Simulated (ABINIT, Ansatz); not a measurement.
**How the form of the self-energy moves the gap of CdS (Hawleyite)**

Wanted: the gap of CdS (Hawleyite) under several approximations, with cost.

Method: PBE and many-body steps on it, plane waves, in ABINIT 10.8.3.

**The experiments to reproduce.**

- Gap 2.42 eV: optical gap from inflexion point of photoacoustic spectrum, as-grown film; photoacoustic spectroscopy; film (as-grown chemical bath deposited film, about 0.25 um thick, deposited at 80 C) (“Study of the band--gap shift in CdS films: Influence of thermal annealing in different atmospheres”, 1995, arxiv:cond-mat/9501125).

## 1. The starting structure

It takes space group F-43m (No. 216, cubic). The conventional cell has a = 5.916 Å, b = 5.916 Å, c = 5.916 Å, α = 90.00°, β = 90.00°, γ = 90.00°. Nearest to Cd lie 4 S at 2.56 Å. S has 4 Cd at 2.56 Å nearest. Farther neighbours and most contacts between anions are not listed.

 The runs that relaxed it are not among those shown.

## 2. Empty states on the mesh, 4×4×4 mesh, 379 bands

This step: ABINIT 10.8.3; DFT, PBE, plane waves, norm-conserving pseudopotentials.

The sums over transitions need many empty states on a uniform mesh; this step solves for them.

run.abi

```
acell 3*1.0 Angstrom
rprim 
  -0.000000000000 2.958200000000 2.958200000000
  2.958200000000 -0.000000000000 2.958200000000
  2.958200000000 2.958200000000 -0.000000000000
ntypat 2
znucl 48 16
natom 2
typat 1 2
xred 
  0.000000000000 0.000000000000 0.000000000000
  0.250000000000 0.250000000000 0.250000000000
pp_dirpath "pseudos"
pseudos "Cd.upf, S.upf"
ecut 47
ngkpt 4 4 4
nshiftk 1
shiftk 0 0 0
kptopt 1
chksymbreak 0
iscf -2
irdden 1
istwfk *1
nband 379
nbdbuf 34
tolwfr 1e-09
nstep 60
prtvol 0
indata_prefix "in"
outdata_prefix "out"
tmpdata_prefix "tmp"
```

The run is started by

```bash
$ OMP_NUM_THREADS=1 mpirun -n 8 abinit run.abi > log
```

Numbers of over 12 decimals in the logs are rounded to 6 here.

What it wrote:

```text
.Version 10.8.3 of ABINIT. v10.8.2 released Aug 2026.

 Symmetries : space group F-4 3 m (#216); Bravais cF (face-center cubic)
[... echo of the input left out ...]
== DATASET  1 ==================================================================
-   mpi_nproc: 8, omp_nthreads: 1 (-1 if OMP is not activated)

--- !DatasetInfo
iteration_state: {dtset: 1, }
dimensions: {natom: 2, nkpt: 8, mband: 379, nsppol: 1, nspinor: 1, nspden: 1, mpw: 5410, }
cutoff_energies: {ecut:  47.0, pawecutdg:  -1.0, }
[...]
7.55904    7.55904    7.55904    7.58087    7.67856    7.67867    7.69642    7.69859
   7.69865    7.69900    7.76709    7.76775    7.77114    7.78450    7.79054    7.79339
   7.81960    7.82771    7.83385
 prteigrs : prtvol=0 or 1, do not print more k-points.

== END DATASET(S) ==============================================================
================================================================================

 -outvars: echo values of variables after computation  --------
            nband         379
             nkpt           8
          spgroup         216
 [... the other variables as echoed above ...]

 Calculation completed.
```

Elapsed: 3.3 min, on 8 MPI ranks of Intel Xeon Platinum 8488C (Sapphire Rapids), shared host; peak memory 1.1 GiB; 26 min of CPU time.

Numbers from this step:

- gap: 1.051 eV
- k of the valence top: 0, 0, 0
- k of the conduction bottom: 0, 0, 0
- least direct gap: 1.051 eV
- k points computed: 8
- lowest point of the top converged band, above the valence top: 190.5673 eV

On this mesh the gap is 1.051 eV.

The density comes from a self-consistent run that is not shown.

## 3. Screening, 4×4×4 mesh, 148 bands, screening to 176.9 eV

The RPA dielectric matrix is built and inverted for each q.

This step: RPA screening on PBE, plane waves, norm-conserving pseudopotentials.

run.abi: that of step 2 with these lines changed.

```diff
@@ -20,10 +20,11 @@
 chksymbreak 0
-iscf -2
-irdden 1
 istwfk *1
-nband 379
-nbdbuf 34
-tolwfr 1e-09
-nstep 60
-prtvol 0
+occopt 1
+irdwfk 1
+optdriver 3
+nband 148
+ecuteps 6.5
+inclvkb 2
+awtr 1
+symchi 1
 indata_prefix "in"
```

What it wrote:

```text
.Version 10.8.3 of ABINIT. v10.8.2 released Aug 2026.

 Symmetries : space group F-4 3 m (#216); Bravais cF (face-center cubic)
[... echo of the input left out ...]
== DATASET  1 ==================================================================
-   mpi_nproc: 8, omp_nthreads: 1 (-1 if OMP is not activated)

--- !DatasetInfo
iteration_state: {dtset: 1, }
dimensions: {natom: 2, nkpt: 8, mband: 148, nsppol: 1, nspinor: 1, nspden: 1, mpw: 5410, }
cutoff_energies: {ecut:  47.0, pawecutdg:  -1.0, }
electrons: {nelect:   2.60000000E+01, charge:   0.00000000E+00, occopt:   1.00000000E+00, tsmear:   1.00000000E-02, }

 SCREENING: Calculation of the susceptibility and dielectric matrices

 Based on a program developped by R.W. Godby, V. Olevano, G. Onida, and L. Reining.
 Incorporated in ABINIT by V. Olevano, G.-M. Rignanese, and M. Torrent.
.Using double precision arithmetic ; gwpc =  8

[... cell and pseudopotentials left out ...]
--------------------------------------------------------------------------------

 ==== K-mesh for the wavefunctions ====
 Number of points in the irreducible wedge :     8
[... list of points left out ...]
 Together with 24 symmetry operations and time-reversal symmetry
 yields    64 points in the full Brillouin Zone.

 ==== Q-mesh for the screening function ====
 Number of points in the irreducible wedge :     8
[... list of points left out ...]
 Together with 24 symmetry operations and time-reversal symmetry
 yields    64 points in the full Brillouin Zone.

 setmesh: FFT mesh size selected  =    36x   36x   36
          total number of points  =        46656

 vcoul_init : cutoff-mode = AUXILIARY_FUNCTION
 q-points for optical limit:   1
     1)      0.000010    0.000020    0.000030

- screening: taking advantage of time-reversal symmetry
- Maximum band index for partially occupied states nbvw = 13
- Remaining bands to be divided among processors   nbcw = 135
- Number of bands treated by each node ~16

 Number of electrons calculated from density =   26.0000; Expected =   26.0000
 average of density, n =  0.074416
 r_s =    1.4749
 omega_plasma =   26.3140 [eV]

 calculating chi0 at frequencies [eV] :
  1    0.000000E+00    0.000000E+00
  2    0.000000E+00    2.631405E+01

--------------------------------------------------------------------------------
  q-point number  1        q = ( 0.000000, 0.000000, 0.000000) [r.l.u.]
--------------------------------------------------------------------------------
[... chi0 elements left out ...]
 For q-point:  0.000010 0.000020 0.000030
  dielectric constant =  12.1274
  dielectric constant without local fields =  12.8600

  Average fulfillment of the sum rule on Im[epsilon] for q-point    1 :     72.18  [%]
[... wings left out ...]
  q-point number  2        q = ( 0.250000, 0.000000, 0.000000) [r.l.u.]
--------------------------------------------------------------------------------
[... chi0 elements left out ...]
  Average fulfillment of the sum rule on Im[epsilon] for q-point    2 :     82.25  [%]

 [... 6 further q-points ...]
```

Wall time 42 s (8 MPI ranks); peak memory 2.4 GiB; 5.5 min of CPU time.

Numbers from this step:

| Property | Result |
| --- | --- |
| ε∞ with local fields, on this mesh, along the program's q direction | 12.13 |
| the same without local fields | 12.86 |
| plasma frequency | 26.31 eV |
| plane waves in the screening matrix | 283 |

Local fields lower ε∞ by 6 %. On a Γ-centred mesh this coarse the value itself is usually too large, while a short band sum pulls it down.

## 4. G0W0, Godby-Needs plasmon pole

The self-energy is evaluated for the states that the input lists, and the levels follow from it, in one-shot runs by the linearised quasiparticle equation.

This step: G0W0 on PBE, plane waves, norm-conserving pseudopotentials.

run.abi: that of step 3 with these lines changed.

```diff
@@ -23,8 +23,15 @@
 irdwfk 1
-optdriver 3
+optdriver 4
 nband 148
+gwcalctyp 0
+ecutsigx 47
+symsigma 1
+nkptgw 1
+kptgw 
+  0.0000000000 0.0000000000 0.0000000000
+bdgw 
+  11 17
 ecuteps 6.5
-inclvkb 2
-awtr 1
-symchi 1
+irdscr 1
+ppmodel 1
 indata_prefix "in"
```

What it wrote:

```text
.Version 10.8.3 of ABINIT. v10.8.2 released Aug 2026.

 Symmetries : space group F-4 3 m (#216); Bravais cF (face-center cubic)
[... echo of the input left out ...]
== DATASET  1 ==================================================================
-   mpi_nproc: 8, omp_nthreads: 1 (-1 if OMP is not activated)

--- !DatasetInfo
iteration_state: {dtset: 1, }
dimensions: {natom: 2, nkpt: 8, mband: 148, nsppol: 1, nspinor: 1, nspden: 1, mpw: 5410, }
cutoff_energies: {ecut:  47.0, pawecutdg:  -1.0, }
electrons: {nelect:   2.60000000E+01, charge:   0.00000000E+00, occopt:   1.00000000E+00, tsmear:   1.00000000E-02, }

 SIGMA: Calculation of the GW corrections

 Based on a program developped by R.W. Godby, V. Olevano, G. Onida, and L. Reining.
 Incorporated in ABINIT by V. Olevano, G.-M. Rignanese, and M. Torrent.
.Using double precision arithmetic ; gwpc =  8

[... cell and pseudopotentials left out ...]
--------------------------------------------------------------------------------

 ==== K-mesh for the wavefunctions ====
 Number of points in the irreducible wedge :     8
[... list of points left out ...]
 Together with 24 symmetry operations and time-reversal symmetry
 yields    64 points in the full Brillouin Zone.

 ==== Q-mesh for screening function ====
 Number of points in the irreducible wedge :     8
[... list of points left out ...]
 Together with 24 symmetry operations and time-reversal symmetry
 yields    64 points in the full Brillouin Zone.

 vcoul_init : cutoff-mode = AUXILIARY_FUNCTION
 q-points for optical limit:   1
     1)      0.000010    0.000020    0.000030
 setmesh: FFT mesh size selected  =    50x   50x   50
          total number of points  =       125000

 Number of electrons calculated from density =   26.0000; Expected =   26.0000
 average of density, n =  0.074416
 r_s =    1.4749
 omega_plasma =   26.3140 [eV]

 === KS Band Gaps ===
  >>>> For spin  1
   Minimum direct gap =   1.0517 [eV], located at k-point      :   0.0000  0.0000  0.0000
   Fundamental gap    =   1.0517 [eV], Top of valence bands at :   0.0000  0.0000  0.0000
                                       Bottom of conduction at :   0.0000  0.0000  0.0000
 SIGMA fundamental parameters:
 PLASMON POLE MODEL  1
 number of plane-waves for SigmaX                 5329
 number of plane-waves for SigmaC and W            283
 number of plane-waves for wavefunctions          5329
 number of bands                                   148
 number of independent spin polarizations            1
 number of spinorial components                      1
 number of k-points in IBZ                           8
 number of q-points in IBZ                           8
 number of symmetry operations                      24
 number of k-points in BZ                           64
 number of q-points in BZ                           64
 number of frequencies for dSigma/dE                 9
 frequency step for dSigma/dE [eV]                0.25
 number of omega for Sigma on real axis              0
 max omega for Sigma on real axis  [eV]           0.00
 zcut for avoiding poles [eV]                     0.10

 EPSILON^-1 parameters (SCR file):
 dimension of the eps^-1 matrix on file            283
 dimension of the eps^-1 matrix used               283
 number of plane-waves for wavefunctions          5329
 number of bands                                   148
 number of q-points in IBZ                           8
 number of frequencies                               2
 number of real frequencies                          1
 number of imag frequencies                          1

 matrix elements of self-energy operator (all in [eV])

 Perturbative Calculation

--- !SelfEnergy_ee
iteration_state: {dtset: 1, }
kpoint     : [   0.000,    0.000,    0.000, ]
spin       : 1
KS_gap     :    1.052
QP_gap     :    1.982
Delta_QP_KS:    0.930
data: !SigmaeeData |
     Band     E0 <VxcDFT>   SigX SigC(E0)      Z dSigC/dE  Sig(E)    E-E0       E
       11   3.886 -15.122 -18.135   1.990   0.777  -0.287 -15.917  -0.795   3.090
       12   3.886 -15.122 -18.135   1.990   0.777  -0.287 -15.917  -0.795   3.090
       13   3.886 -15.122 -18.135   1.990   0.777  -0.287 -15.917  -0.795   3.090
       14   4.937 -10.572  -6.678  -3.727   0.809  -0.236 -10.437   0.135   5.072
       15  10.422 -10.464  -5.655  -4.358   0.806  -0.241 -10.100   0.363  10.785
       16  10.422 -10.464  -5.655  -4.358   0.806  -0.241 -10.100   0.363  10.785
       17  10.422 -10.464  -5.655  -4.358   0.806  -0.241 -10.100   0.363  10.785

== END DATASET(S) ==============================================================
================================================================================

 -outvars: echo values of variables after computation  --------
           etotal      0.0000000000E+00
            nband         148
             nkpt           8
          spgroup         216
 [... the other variables as echoed above ...]

 Calculation completed.
```

Wall time 7.8 s (8 MPI ranks); peak memory 1.8 GiB; 61 s of CPU time.

This step gave:

```
G0W0 gap on the points computed              : 1.982 eV
starting gap on the mesh                     : 1.051 eV
k of the valence top                         : 0, 0, 0
k of the conduction bottom                   : 0, 0, 0
Z at the valence top                         : 0.777
Z at the conduction bottom                   : 0.809
least direct G0W0 gap on the computed points : 1.982 eV
```

The gap on the mesh goes from 1.05 eV to 1.98 eV, a correction of +0.93 eV.

## 5. G0W0, Hybertsen-Louie plasmon pole

run.abi: that of step 4 with these lines changed.

```diff
@@ -35,3 +35,3 @@
 irdscr 1
-ppmodel 1
+ppmodel 2
 indata_prefix "in"
```

What it wrote:

```text
.Version 10.8.3 of ABINIT. v10.8.2 released Aug 2026.

 Symmetries : space group F-4 3 m (#216); Bravais cF (face-center cubic)
[... echo of the input left out ...]
== DATASET  1 ==================================================================
-   mpi_nproc: 8, omp_nthreads: 1 (-1 if OMP is not activated)

--- !DatasetInfo
iteration_state: {dtset: 1, }
dimensions: {natom: 2, nkpt: 8, mband: 148, nsppol: 1, nspinor: 1, nspden: 1, mpw: 5410, }
cutoff_energies: {ecut:  47.0, pawecutdg:  -1.0, }
electrons: {nelect:   2.60000000E+01, charge:   0.00000000E+00, occopt:   1.00000000E+00, tsmear:   1.00000000E-02, }

 SIGMA: Calculation of the GW corrections

 Based on a program developped by R.W. Godby, V. Olevano, G. Onida, and L. Reining.
 Incorporated in ABINIT by V. Olevano, G.-M. Rignanese, and M. Torrent.
.Using double precision arithmetic ; gwpc =  8

[... cell and pseudopotentials left out ...]
--------------------------------------------------------------------------------

 ==== K-mesh for the wavefunctions ====
 Number of points in the irreducible wedge :     8
[... list of points left out ...]
 Together with 24 symmetry operations and time-reversal symmetry
 yields    64 points in the full Brillouin Zone.

 ==== Q-mesh for screening function ====
 Number of points in the irreducible wedge :     8
[... list of points left out ...]
 Together with 24 symmetry operations and time-reversal symmetry
 yields    64 points in the full Brillouin Zone.

 vcoul_init : cutoff-mode = AUXILIARY_FUNCTION
 q-points for optical limit:   1
     1)      0.000010    0.000020    0.000030
 setmesh: FFT mesh size selected  =    50x   50x   50
          total number of points  =       125000

 Number of electrons calculated from density =   26.0000; Expected =   26.0000
[...]
number of q-points in BZ                           64
 number of frequencies for dSigma/dE                 9
 frequency step for dSigma/dE [eV]                0.25
 number of omega for Sigma on real axis              0
 max omega for Sigma on real axis  [eV]           0.00
 zcut for avoiding poles [eV]                     0.10

 EPSILON^-1 parameters (SCR file):
 dimension of the eps^-1 matrix on file            283
 dimension of the eps^-1 matrix used               283
 number of plane-waves for wavefunctions          5329
 number of bands                                   148
 number of q-points in IBZ                           8
 number of frequencies                               2
 number of real frequencies                          1
 number of imag frequencies                          1

 matrix elements of self-energy operator (all in [eV])

 Perturbative Calculation

--- !SelfEnergy_ee
iteration_state: {dtset: 1, }
kpoint     : [   0.000,    0.000,    0.000, ]
spin       : 1
KS_gap     :    1.052
QP_gap     :    2.161
Delta_QP_KS:    1.110
data: !SigmaeeData |
     Band     E0 <VxcDFT>   SigX SigC(E0)      Z dSigC/dE  Sig(E)    E-E0       E
       11   3.886 -15.122 -18.135   1.424   0.846  -0.182 -16.467  -1.345   2.540
       12   3.886 -15.122 -18.135   1.424   0.846  -0.182 -16.467  -1.345   2.540
       13   3.886 -15.122 -18.135   1.424   0.846  -0.182 -16.467  -1.345   2.540
       14   4.937 -10.572  -6.678  -4.167   0.862  -0.160 -10.808  -0.236   4.702
       15  10.422 -10.464  -5.655  -4.724   0.861  -0.161 -10.391   0.073  10.495
       16  10.422 -10.464  -5.655  -4.724   0.861  -0.161 -10.391   0.073  10.495
       17  10.422 -10.464  -5.655  -4.724   0.861  -0.161 -10.391   0.073  10.495

== END DATASET(S) ==============================================================
================================================================================

 -outvars: echo values of variables after computation  --------
           etotal      0.0000000000E+00
            nband         148
             nkpt           8
          spgroup         216
 [... the other variables as echoed above ...]

 Calculation completed.
```

It took 7.3 s on 8 MPI ranks; peak memory 1.9 GiB.

This step gave:

* G0W0 gap on the points computed: 2.162 eV
* starting gap on the mesh: 1.051 eV
* k of the valence top: 0, 0, 0
* k of the conduction bottom: 0, 0, 0
* Z at the valence top: 0.846
* Z at the conduction bottom: 0.862
* least direct G0W0 gap on the computed points: 2.162 eV

Against G0W0 in ABINIT (4×4×4 mesh, 148 bands, screening to 176.9 eV, Godby-Needs plasmon pole), the gap moves by +0.180 eV.

(Part 1 of 2 ends here.)

[Paths, hosts, dates, memory and timing lines, banners, echoed tables and standing remarks are left out of the program output.]

[Logs are printed without paths, hosts, clocks, repeated set-up lines and the standing remarks that a program may print on its own settings, such as how far it seeks lower states.]

[Runs of the session that timed out or met a known fault of the program may be left out.]

[Hosts, paths, dates, database ids (printed as entryN), source tags and the programs' standing remarks are cut or masked in the printed files.]

[G0W0 gaps are taken among the corrected bands and points alone; a level outside them can change the order at an edge.]

[Where Ansatz stands beside ABINIT at settings called matched, ABINIT's density can come from a denser mesh and the files from another edition; pairs whose starting gaps differed by over 0.03 eV were left out, so agreement reads better than it is.]
